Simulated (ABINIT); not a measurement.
# ZnS (Wurtzite-2H) (P6_3mc) in ABINIT: equation of state

How stiff is ZnS (Wurtzite-2H) in PBE, and what volume does it want? The cell is scaled to several volumes.

Everything below comes from runs of ABINIT 10.8.3 (patched build). Logs are shortened: lines on timing, memory, paths and dates and some standing lists are left out, and cuts for length are marked. The log counts tension as positive stress, the text compression.

## 1. Starting point

The structure is hexagonal, space group P6_3mc (No. 186). The conventional cell has a = 3.811 Å, b = 3.811 Å, c = 6.234 Å, α = 90.00°, β = 90.00°, γ = 120.00°. Zn (site symmetry 3m) has 4 S at 2.31 to 2.40 Å as nearest neighbours. S (site symmetry 3m) is surrounded by 4 Zn at 2.31 to 2.40 Å.

## 2. Equation of state, PBE

Input file run.abi:

```
# Datasets: one volume each
ndtset 7
getwfk -1
scalecart1 3*0.9795861087
scalecart2 3*0.9864848297
scalecart3 3*0.9932883884
scalecart4 3*1.0000000000
scalecart5 3*1.0066227096
scalecart6 3*1.0131594038
scalecart7 3*1.0196128224

# Pseudopotentials
pp_dirpath "./"
pseudos "Zn.GGA_PBE-JTH.xml, S.GGA_PBE-JTH.xml"

# Structure
acell 3*1.0
rprim
     7.2017462609     0.0000000000     0.0000000000
    -3.6008731305     6.2368952135     0.0000000000
     0.0000000000     0.0000000000    11.7805526609
ntypat 2
znucl 30 16
natom 4
typat 1 1 2 2
xred
     0.6666666667     0.3333333333     0.5000000000
     0.3333333333     0.6666666667     0.0000000000
     0.6666666667     0.3333333333     0.8850000000
     0.3333333333     0.6666666667     0.3850000000

# Plane-wave basis
ecut 22.0
pawecutdg 44.0

# k points
kptopt 1
ngkpt 8 8 5
nshiftk 1
shiftk 0.0 0.0 0.0

# Exchange and correlation
ixc 11

# Bands and occupations
nband 22
occopt 3
tsmear 0.05 eV

# SCF cycle
nstep 100
tolvrs 1.0e-9

# Output
iomode 3
prtwf 1
prtden 0
prteig 0
prtebands 0
enunit 1
```

Potentials or basis: JTH PAW PBE v2.0.

The run is started by

```
$ abinit run.abi > log 2>&1
```

run.abo:

```text
.Version 10.8.3 of ABINIT
 DATASET    1 : space group P6_3 m c (#186); Bravais hP (primitive hexag.)
================================================================================
 Values of the parameters that define the memory need for DATASET  1.
     intxc =       0    ionmov =       0      iscf =      17    lmnmax =      18
     lnmax =       6     mgfft =      50  mpssoang =       3    mqgrid =    3446
     natom =       4  nloc_mem =       2    nspden =       1   nspinor =       1
    nsppol =       1      nsym =      12    n1xccc =       1    ntypat =       2
    occopt =       3   xclevel =       2
       mpw =        2471          nfft =       45000          nkpt =          30
 PAW method is used; the additional fine FFT grid is defined by:
   mgfftf=        72    nfftf =    145800
================================================================================
================================================================================
[... 71 lines left out ...]
 DATASET    7 : space group P6_3 m c (#186); Bravais hP (primitive hexag.)
================================================================================
 Values of the parameters that define the memory need for DATASET  7.
     intxc =       0    ionmov =       0      iscf =      17    lmnmax =      18
     lnmax =       6     mgfft =      54  mpssoang =       3    mqgrid =    3587
     natom =       4  nloc_mem =       2    nspden =       1   nspinor =       1
    nsppol =       1      nsym =      12    n1xccc =       1    ntypat =       2
    occopt =       3   xclevel =       2
       mpw =        2798          nfft =       55296          nkpt =          30
 PAW method is used; the additional fine FFT grid is defined by:
   mgfftf=        72    nfftf =    145800
================================================================================
================================================================================

--------------------------------------------------------------------------------
------------- Echo of variables that govern the present computation ------------
--------------------------------------------------------------------------------
 -outvars: echo values of preprocessed input variables --------
            acell      1.0000000000E+00  1.0000000000E+00  1.0000000000E+00 Bohr
              amu      6.53900000E+01  3.20660000E+01
             ecut      2.20000000E+01 Hartree
           enunit           1
           getwfk          -1
              ixc          11
           jdtset        1    2    3    4    5    6    7
         kptrlatt        8    0    0      0    8    0      0    0    5
          kptrlen1     5.64378448E+01
          kptrlen2     5.68353075E+01
          kptrlen3     5.72272875E+01
          kptrlen4     5.76139701E+01
          kptrlen5     5.79955307E+01
          kptrlen6     5.83721356E+01
          kptrlen7     5.87439427E+01
            natom           4
            nband          22
           ndtset           7
            ngfft1         30      30      50
            ngfft2         30      30      50
[... 102 lines left out ...]
            znucl       30.00000   16.00000

================================================================================

 chkinp: Checking input parameters for consistency, jdtset=   1.

 chkinp: Checking input parameters for consistency, jdtset=   2.
[... 52 lines left out ...]
- pspini: atom type   2  psp file is ./S.GGA_PBE-JTH.xml
 Pseudopotential format is: paw10
 basis_size (lnmax)=  4 (lmn_size=  8), orbitals=   0   0   1   1
 Spheres core radius: rc_sph= 1.90380259
 Shapefunction is SIN type: shapef(r)=[sin(pi*r/rshp)/(pi*r/rshp)]**2
 Radius for shape functions =  1.40128485
 Compensation charge density is not taken into account in XC energy/potential

   8.26599314E+02                                ecore*ucvol(ha*bohr**3)
--------------------------------------------------------------------------------

================================================================================

--- !BeginCycle
iteration_state: {dtset: 1, }
solver: {iscf: 17, nstep: 100, nline: 4, wfoptalg: 10, }
tolerances: {tolvrs: 1.00E-09, }
...
[... 1597 lines left out ...]
-Cartesian components of stress tensor (GPa)         [Pressure= -1.9447E+00 GPa]
- sigma(1 1)=  1.53454928E+00  sigma(3 2)=  0.00000000E+00
- sigma(2 2)=  1.53454928E+00  sigma(3 1)=  0.00000000E+00
- sigma(3 3)=  2.76495872E+00  sigma(2 1)=  6.32022525E-10

== END DATASET(S) ==============================================================
================================================================================

 -outvars: echo values of variables after computation  --------
            acell      1.0000000000E+00  1.0000000000E+00  1.0000000000E+00 Bohr
           etotal1    -1.4938400512E+02
           etotal2    -1.4938644928E+02
           etotal3    -1.4938819061E+02
           etotal4    -1.4938929687E+02
           etotal5    -1.4938983471E+02
           etotal6    -1.4938986245E+02
           etotal7    -1.4938943236E+02
            fcart1     5.7251907497E-29 -1.0467227998E-27  7.6652738658E-03
                       5.7251907497E-29  1.0687590693E-27  7.6652738658E-03
                       1.3358778416E-28 -3.3054404204E-29 -7.6652738658E-03
                      -2.4809159915E-28  1.1018134733E-29 -7.6652738658E-03
            fcart2    -5.6851531409E-29 -1.4223407017E-28  7.0816132380E-03
                       2.4635663611E-28  1.0831671498E-27  7.0816132380E-03
                       1.8950510470E-29 -8.8622766801E-28 -7.0816132380E-03
                      -2.0845561517E-28 -5.4705411607E-29 -7.0816132380E-03
            fcart3     3.3877275081E-28 -1.0866141048E-28  6.5816332642E-03
                      -2.6348991729E-28  2.3905510307E-28  6.5816332642E-03
[... 66 lines left out ...]
                      -1.7639312329E-11  2.2002818744E+00  0.0000000000E+00
                       1.9054999987E+00  1.1001409372E+00  5.5170899962E+00
                      -1.7639312329E-11  2.2002818744E+00  2.4000899984E+00
           xangst5     1.9181195718E+00  1.1074268511E+00  3.1376429837E+00
                      -1.7755526159E-11  2.2148537022E+00  0.0000000000E+00
                       1.9181195718E+00  1.1074268511E+00  5.5536280811E+00
                      -1.7755526159E-11  2.2148537022E+00  2.4159850974E+00
           xangst6     1.9305752426E+00  1.1146181360E+00  3.1580178595E+00
                      -1.7871536453E-11  2.2292362720E+00  0.0000000000E+00
                       1.9305752426E+00  1.1146181360E+00  5.5896916113E+00
                      -1.7871536453E-11  2.2292362720E+00  2.4316737518E+00
           xangst7     1.9428722317E+00  1.1217178060E+00  3.1781331653E+00
                      -1.7985765531E-11  2.2434356120E+00  0.0000000000E+00
                       1.9428722317E+00  1.1217178060E+00  5.6252957025E+00
                      -1.7985765531E-11  2.2434356120E+00  2.4471625373E+00
             xred      6.6666666667E-01  3.3333333333E-01  5.0000000000E-01
                       3.3333333333E-01  6.6666666667E-01  0.0000000000E+00
                       6.6666666667E-01  3.3333333333E-01  8.8500000000E-01
                       3.3333333333E-01  6.6666666667E-01  3.8500000000E-01
 Calculation completed.
```

Wall time 17 min (1 thread of Arm Neoverse V1, shared host); peak memory 0.2 GiB.

What came out:

```
Equilibrium volume                        : 20.21 Å³/atom
Bulk modulus at fixed shape and positions : 69 GPa
Pressure derivative of the bulk modulus   : 4.5
```

Energy against volume, from the lowest point:
| volume (Å³/atom) | energy (meV/atom) |
| --- | --- |
| 18.427 | 39.85 |
| 18.819 | 23.22 |
| 19.211 | 11.37 |
| 19.603 | 3.85 |
| 19.995 | 0.19 |
| 20.387 | 0.00 |
| 20.779 | 2.93 |

Caveat: pressures at fixed basis lie under the slope of the energies; the cell was scaled at fixed shape and fractional positions, which overstates the stiffness of a crystal with free parameters, most of all of layers and chains.
